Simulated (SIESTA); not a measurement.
The system is ZnS (Wurtzite-2H).

```
Zn S
1.0
     3.81100    0.00000    0.00000
    -1.90550    3.30042    0.00000
     0.00000    0.00000    6.23400
Zn S
2 2
Cartesian
  1.9055 1.1001 3.1170
  0.0000 2.2003 0.0000
  1.9055 1.1001 5.5171
  0.0000 2.2003 2.4001
```

Base run:

| Quantity | Value |
| --- | --- |
| Program | SIESTA 5.4.2 |
| Functional | PBE |
| Potentials or basis | PseudoDojo 0.4 standard (PBE files) |
| Basis | DZP (energy shift 0.003 Ry; two zetas on semicore shells) |
| Grid cutoff | 800 Ry |
| Energy shift | 0.003 Ry |
| k mesh | 8 × 8 × 5 |
| Occupations | fermi-dirac, width 0.05 eV |
| Spin | no spin polarisation |

Its results: band gap on the k mesh 2.62 eV, direct; pressure 3.1 GPa; largest force 0.357 eV/Å.

Q: The run is repeated on the same cell with these changes: basis from DZP (energy shift 0.003 Ry; two zetas on semicore shells) to TZP (energy shift 0.003 Ry; two zetas on semicore shells). What comes out?

A: Band gap on the k mesh 2.52 eV, direct; pressure 3.1 GPa; largest force 0.349 eV/Å.

Caveats: short orbitals over semicore shells can move pressures by several GPa; the valence orbitals were made in a potential fitted to the semicore shell under them, which widens gaps by tenths of an eV or more; the basis of atomic orbitals isn't converged, which shifts pressures, moduli and gaps.
